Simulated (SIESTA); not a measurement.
## MgS (Niningerite): equation of state with PBE

The system is MgS (Niningerite).

```
CELL_PARAMETERS angstrom
0.00000 2.60165 2.60165
2.60165 0.00000 2.60165
2.60165 2.60165 0.00000
ATOMIC_POSITIONS crystal
S 0.50000 0.50000 0.50000
Mg 0.00000 0.00000 0.00000
```

```json
{
  "Program": "SIESTA 5.4.2",
  "Task": "equation of state",
  "Functional": "PBE",
  "Potentials or basis": "PseudoDojo 0.4 standard (PBE files)",
  "Basis": "DZP (energy shift 0.003 Ry; two zetas on semicore shells)",
  "Grid cutoff": "800 Ry",
  "Energy shift": "0.003 Ry",
  "k mesh": "9 × 9 × 9",
  "Occupations": "fermi-dirac, width 0.05 eV",
  "Spin": "no spin polarisation"
}
```

The equilibrium volume is 18.38 Å³/atom. The bulk modulus is 71 GPa and the pressure derivative of the bulk modulus is 4.4 (rough: it moves with the points fitted).

Energy against volume, from the lowest point:
```
volume (Å³/atom)  energy (meV/atom)
          16.553              48.87
          16.905              30.65
          17.257              17.12
          17.609               7.82
          17.962               2.21
          18.314               0.00
          18.666               0.93
```

All runs of the series together: 2.6 min on 1 thread of Arm Neoverse V1, on a shared host.

Caveat: the basis of atomic orbitals isn't converged, which shifts pressures, moduli and gaps. Zero-point motion and thermal expansion aren't in these numbers.
